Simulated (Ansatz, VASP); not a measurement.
## One calculation of PbS, two programs

```xyz
4
Lattice="4.9971 0.0000 0.0000 -2.4985 4.3276 0.0000 0.0000 0.0000 5.9971" Properties=species:S:1:pos:R:3 pbc="T T T"
Pb    0.0000    2.8851    1.4993
Pb    2.4985    1.4425    4.4978
S     2.4985    1.4425    1.4993
S     0.0000    2.8851    4.4978
```

Alike in both runs: task single point; functional LDA; k mesh 6 × 6 × 4; no spin polarisation.

|  | VASP | Ansatz |
| --- | --- | --- |
| version | VASP 6.6.1 | Ansatz 0.2.0 |
| potentials or method | VASP PAW LDA potentials, release 64 (Pb_d, S) | plane waves, PAW |
| plane-wave cutoff (eV) | 520 | 420 |
| occupations | gaussian, width 0.01 eV | fixed |
| valence electrons in the cell | 40 | 40 |

```tsv
	VASP	Ansatz	Ansatz less VASP
gap on the k mesh at the Fermi level (eV)	1.26	1.28	+0.014
pressure (GPa)	-2.7	-2.7	-0.04
largest component of the traceless stress (GPa)	0.14	0.14	-0.004
```

Caveats: spin-orbit coupling is left out, which as a rule narrows the gap of such compounds by several tenths of an eV. A k mesh can miss the band edges.
